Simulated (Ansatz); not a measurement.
# CuO: the cost of one run

Program: Ansatz 0.2.0. Level of theory: DFT PBE, scalar-relativistic, plane waves, PAW. These are calculated values, not measurements.

### Step 1. Starting point

It takes space group C2/c (No. 15, monoclinic). Conventional cell: a = 4.100 Å, b = 4.045 Å, c = 5.176 Å, α = 90.00°, β = 90.27°, γ = 90.00°. Cu (site symmetry -1) is surrounded by 4 O at 1.94 Å. O (site symmetry 2) is surrounded by 4 Cu at 1.94 Å.

The space group C2/c holds at a tolerance of 0.01 Å; at 0.001 Å the coordinates give P-1. Cell or atoms stand a little off a more symmetric structure (P4_2/mmc at a tolerance of 0.3 Å), so results at this geometry aren't those of that ideal crystal.

Structure file:

```cif
data_structure
_symmetry_space_group_name_H-M 'P 1'
_symmetry_Int_Tables_number 1
_cell_length_a 2.8795
_cell_length_b 2.8795
_cell_length_c 5.1764
_cell_angle_alpha 89.807
_cell_angle_beta 89.806
_cell_angle_gamma 89.223
_cell_volume 42.92
loop_
_atom_site_label
_atom_site_type_symbol
_atom_site_fract_x
_atom_site_fract_y
_atom_site_fract_z
_atom_site_occupancy
Cu1 Cu 0.50000 0.00000 0.50000 1
Cu2 Cu 0.00000 0.50000 0.00000 1
O1 O 0.00158 0.99833 0.25011 1
O2 O 0.99842 0.00167 0.74989 1
```

The structure comes from the Materials Project (structure only).

### Step 2. Self-consistent density

input.yaml reads:

```yaml
crystal:
  lattice:
    - [2.8795009639, 0.0, 0.0]
    - [0.039072758, 2.8792794796, 0.0]
    - [0.0174953863, 0.0172449008, 5.1763391994]
  atoms:
    - { symbol: Cu, position: [0.5, 0.0, 0.5], spin: -1.0 }
    - { symbol: Cu, position: [0.0, 0.5, 0.0], spin: 1.0 }
    - { symbol: O, position: [0.00157603, 0.99832822, 0.2501129] }
    - { symbol: O, position: [0.99842397, 0.00167178, 0.7498871] }
magnetization:
  spin_polarized: true
basis:
  ecutwfc: 420
  fft_grid_basis: typed
kpoints:
  mp_grid: { grid: [10, 10, 6] }
hamiltonian:
  xc: pbe
scf:
  occupations: { method: gaussian, width: 0.05 }
output:
  forces: true
  stress: true
  eigenvalues: true
  bader: true
  write_density: true
  volumetric_format: npy
  populations: true
  elf: true
```

Launch:

```bash
$ ansatz run input.yaml --threads 2 --pin off --max-ram 4096MiB --backend cpu --events-out ev --progress --plain --runs-dir out
```

Q: Estimate wall time and peak memory on 2 threads of AMD EPYC 9R45 (Zen 5), shared host.

About 32 s, with a peak of 0.79 GiB.
